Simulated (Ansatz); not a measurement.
MnAs:

```xyz
4
Lattice="3.7100 0.0000 0.0000 -1.8550 3.2130 0.0000 0.0000 0.0000 5.6910" Properties=species:S:1:pos:R:3 pbc="T T T"
As    1.8550    1.0710    4.2683
As    0.0000    2.1420    1.4227
Mn    0.0000    0.0000    2.8455
Mn    0.0000    0.0000    0.0000
```

- Program: Ansatz 0.2.0
- Task: relaxation of cell and atoms
- Functional: PBEsol
- Potentials or basis: Ansatz PAW
- Cutoff: 420 eV (not typed: the program's choice for these potentials)
- k mesh: 8 × 8 × 5
- Occupations: fermi-dirac, width 0.05 eV
- Spin: collinear spin, ferromagnetic start
- Starting moments: [0.0, 0.0, 4.0, 4.0] μB
- Hubbard terms: Mn d U = 2 eV

At the start: volume 16.96 Å³/atom.

Question: Where does the relaxation end?

Answer: It ends after 6 steps and the volume is 17.32 Å³/atom (+2.2 %); space group P6_3/mmc (No. 194, to 0.05 Å); moment 7.49 μB per cell.

The path:
```
step  energy change (eV)  largest force (eV/Å)  volume (Å³)
   1              0.0000                0.0000        67.84
   2             -0.0076                0.0000        68.81
   3             -0.0081                0.0000        69.18
   4             -0.0081                0.0000        69.30
   5             -0.0085                0.0000        69.30
   6             -0.0085                0.0000        69.30
```

Final structure:
```cif
data_structure
_symmetry_space_group_name_H-M 'P 1'
_symmetry_Int_Tables_number 1
_cell_length_a 3.7492
_cell_length_b 3.7492
_cell_length_c 5.6928
_cell_angle_alpha 90.000
_cell_angle_beta 90.000
_cell_angle_gamma 120.000
_cell_volume 69.30
loop_
_atom_site_label
_atom_site_type_symbol
_atom_site_fract_x
_atom_site_fract_y
_atom_site_fract_z
_atom_site_occupancy
As1 As 0.66667 0.33333 0.75000 1
As2 As 0.33333 0.66667 0.25000 1
Mn1 Mn 0.00000 0.00000 0.50000 1
Mn2 Mn 0.00000 0.00000 0.00000 1
```

Caveat: the magnetic or orbital state may not be the lowest; the plane-wave basis is chosen anew once the cell has moved, so the energies of steps on either side of that aren't comparable; only a ferromagnetic start was run, and an antiferromagnetic order may lie lower in energy; the PAW data sets come from PBE, with cores solved anew for the run's functional, which leaves a small shift of forces and pressure; the U is typed as a test and isn't derived for this compound.
